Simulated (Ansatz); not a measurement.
BAs:

```
CELL_PARAMETERS angstrom
2.12755 0.00000 0.00000
0.00000 3.17406 0.00000
0.00000 0.00000 4.95098
ATOMIC_POSITIONS crystal
B 0.00000 0.50000 0.00000
As 0.50000 0.50000 0.50000
```

The cell was built by a generator and needn't be a form met in nature.

- Program: Ansatz 0.2.0
- Task: relaxation of cell and atoms
- Functional: PBE
- Dispersion: D4
- Potentials or basis: Ansatz PAW
- Cutoff: 420 eV (not typed: the program's choice for these potentials)
- k mesh: 12 × 8 × 6
- Occupations: fermi-dirac, width 0.05 eV
- Spin: no spin polarisation

At the start: volume 16.72 Å³/atom.

Q: Where does the relaxation end?

A: It ends after 28 steps and the volume is 12.56 Å³/atom (-24.9 %); space group P4/mmm (No. 123, to 0.05 Å).

The path:
| step | energy change (eV) | largest force (eV/Å) | volume (Å³) |
| --- | --- | --- | --- |
| 1 | 0.0000 | 0.0000 | 33.43 |
| 2 | -0.4256 | 0.0000 | 31.76 |
| 3 | -0.7487 | 0.0000 | 29.67 |
| 4 | -1.0304 | 0.0000 | 29.82 |
| 5 | -1.3077 | 0.0000 | 28.31 |
| 6 | -1.4345 | 0.0000 | 26.53 |
| 7 | -1.4606 | 0.0000 | 27.50 |
| 8 | -1.4649 | 0.0000 | 27.55 |
| 9 | -1.4773 | 0.0000 | 27.68 |
| 10 | -1.4827 | 0.0000 | 27.77 |
| 11 | -1.4835 | 0.0000 | 27.78 |
| 12 | -1.4838 | 0.0000 | 27.76 |
| 13 | -1.4840 | 0.0000 | 27.76 |
| 14 | -1.4844 | 0.0000 | 27.75 |
| 15 | -1.4845 | 0.0000 | 27.75 |
| 16 | -1.5160 | 0.0000 | 27.75 |
| 17 | -1.5219 | 0.0000 | 27.86 |
| 18 | -1.5697 | 0.0000 | 28.31 |
| 19 | -1.7677 | 0.0000 | 27.47 |
| 20 | -2.0100 | 0.0000 | 26.27 |
| 21 | -2.2435 | 0.0000 | 25.26 |
| 22 | -2.3330 | 0.0000 | 24.30 |
| 23 | -2.3495 | 0.0000 | 25.11 |
| 24 | -2.3502 | 0.0000 | 25.05 |
| 25 | -2.3572 | 0.0000 | 25.05 |
| 26 | -2.3573 | 0.0000 | 25.11 |
| 27 | -2.3573 | 0.0000 | 25.11 |
| 28 | -2.3574 | 0.0000 | 25.11 |

Final structure:
```xyz
2
Lattice="3.1230 0.0000 0.0000 0.0000 2.5644 0.0000 0.0000 0.0000 3.1357" Properties=species:S:1:pos:R:3 pbc="T T T"
B     0.0000    1.2822    0.0000
As    1.5615    1.2822    1.5678
```

Caveat: the volume moved by over 15 % at a fixed basis, so the end points are rough; the plane-wave basis is chosen anew once the cell has moved, so the energies of steps on either side of that aren't comparable.
